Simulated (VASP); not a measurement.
# ZnO (zincite) under changes of volume

One of the cells (12.138 Å³/atom); the others are scaled copies at fixed shape and fractional positions:

```
Zn O
1.0
     3.27083    0.00000    0.00000
    -1.63541    2.83262    0.00000
     0.00000    0.00000    5.24018
Zn O
2 2
Direct
  0.66667 0.33333 0.00000
  0.33333 0.66667 0.50000
  0.33333 0.66667 0.87901
  0.66667 0.33333 0.37901
```

| Property | Result |
| --- | --- |
| Program | VASP 6.6.1 |
| Functional | PBE |
| Potentials or basis | VASP PAW PBE potentials, release 64 (Zn, O) |
| Cutoff | 520 eV |
| k mesh | 9 × 9 × 5 |
| Occupations | fermi-dirac, width 0.05 eV |
| Spin | no spin polarisation |

| volume (Å³/atom) | energy over the lowest point (meV/atom) | pressure (GPa) | gap on the mesh (eV) | largest force (eV/Å) |
| --- | --- | --- | --- | --- |
| 11.186 | ? | ? | ? | ? |
| 11.424 | 37.67 | 12.9 | 0.85 | 0.089 |
| 11.662 | 21.06 | 9.2 | 0.82 | 0.081 |
| 12.138 | 2.70 | 3.0 | 0.76 | 0.067 |
| 12.376 | 0.00 | 0.4 | 0.73 | 0.060 |
| 12.614 | 1.03 | -2.0 | 0.70 | 0.054 |

What does the run at 11.186 Å³/atom give?

Energy over the lowest point 60.00 meV/atom; pressure 16.9 GPa; gap on the mesh 0.88 eV; largest force 0.097 eV/Å.

Worked out: A Birch-Murnaghan fit of order 3 (a polynomial in V^(-2/3)) to the other rows has its minimum at 12.43 Å³/atom with B0 = V·E''(V) = 129 GPa and B' = 4.4 at fixed shape and positions, which overstates the stiffness. It gives 59.99 meV/atom at 11.186 Å³/atom, against the run's 60.00, and -dE/dV = 17.1 GPa, against 16.9. A straight line through the other rows of the gap, of slope -1.51 eV per unit of ln V (its deformation potential), extrapolates to 0.88 eV, against the run's 0.88.

Energies are extrapolated to zero smearing.
